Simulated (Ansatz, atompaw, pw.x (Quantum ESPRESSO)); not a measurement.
silicon (Si) (fcc): variants of one PAW (atompaw) potential in the solid

```json
{
 "Element": "Si (Z = 14)",
 "Generator": "atompaw 4.2.0.5",
 "Type": "PAW",
 "Functional": "PBE",
 "Relativity": "scalar-relativistic",
 "Frozen core": "[Ne]",
 "Valence charge": "4",
 "Reference configuration": "3s2 3p2",
 "Partial waves": "3s (bound): rc 2.00 bohr; 3s channel at 0.05 Ry: rc 1.50 bohr; 3p (bound): rc 2.00 bohr; 3p channel at 4 Ry: rc 2.00 bohr; 3d channel at 0.5 Ry: rc 2.00 bohr; 3d channel at 1.95 Ry: rc 2.00 bohr",
 "Local potential": "ultrasoft scheme with l = 3 at -0.5 Ry, radius 1.50 bohr",
 "Core correction": "smooth core density matched at 2.00 bohr",
 "Augmentation charge": "sinc compensation charge, radius 1.90 bohr; PAW radius 2.00 bohr; waves and projectors: custom polynom2 7 10 vanderbiltortho"
}
```

Crystal test: fcc Si in pw.x 7.5, no spin, 15³ k-points, Fermi–Dirac smearing 0.01 Ry, cutoffs set for each file from its atomic test. The reference is all-electron LAPW (Ansatz 0.2.0) with the same functional, mesh and smearing; V0 and B0 come from Birch–Murnaghan fits to the pressures at five volumes. Errors are pseudo minus all-electron; Δ is the rms difference of the E(V) curves that follow from these fits, minima aligned, over ±6 % about the mean V0. Mesh and smearing are coarse, so the numbers serve the comparison and aren't converged zero-temperature values; the lattice is a test structure that the element need not adopt.

All-electron: a0 = 3.869 Å (V0 = 14.48 Å³/atom), B0 = 82.7 GPa.

```tsv
change	cutoffs (Ry)	pw.x	a0 (Å)	a0 error (%)	B0 error (%)	Δ (meV/atom)	mean pressure error (GPa)
base	40/400	converged	3.869	+0.01	+0.1	0.1	+0.02
wave 3d channel at 1.95 Ry: rc 2.00 bohr becomes 3d channel at -0.09 Ry: rc 2.00 bohr	40/400	converged	3.869	-0.00	+0.1	0.0	-0.00
wave 3d channel at 1.95 Ry: rc 2.00 bohr becomes 3d channel at 0.19 Ry: rc 2.00 bohr	40/400	converged	3.869	-0.00	+0.1	0.0	-0.00
wave 3d channel at 1.95 Ry: rc 2.00 bohr becomes 3d channel at 0.94 Ry: rc 2.00 bohr	40/400	converged	3.869	+0.00	+0.1	0.0	+0.01
wave 3d channel at 1.95 Ry: rc 2.00 bohr becomes 3d channel at 3.44 Ry: rc 2.00 bohr	40/400	converged	3.870	+0.02	-0.0	0.1	+0.04
wave 3d channel at 1.95 Ry: rc 2.00 bohr becomes 3d channel at 5.29 Ry: rc 2.00 bohr	40/400	converged	3.869	+0.01	+0.1	0.0	+0.02
```
